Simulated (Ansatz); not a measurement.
Crystal: In.

```
In
1.0
    -1.88253    1.88253    1.88253
     1.88253   -1.88253    1.88253
     1.88253    1.88253   -1.88253
In
1
Direct
  0.00000 0.00000 0.00000
```

This isn't the form of In at room conditions, which is tetragonal.

Program: Ansatz 0.2.0. Alike in all runs: potentials or basis Ansatz PAW; no spin polarisation; cell as given; k mesh 10 × 10 × 10; cutoff (eV) 420.

Order these runs on this cell by their pressure, lowest first.
A. level RPBE; smearing gaussian 0.1 eV
B. level PBE; smearing gaussian 0.02 eV
C. level PBEsol+D3(BJ); smearing methfessel-paxton 0.1 eV

C (-3.5 GPa), B (1.5 GPa), A (3.1 GPa).

Caveats: the PAW data sets come from PBE, with cores solved anew for the run's functional, which leaves a small shift of forces and pressure (some runs); pairwise dispersion overbinds metals, which lowers pressure and volume (some runs).
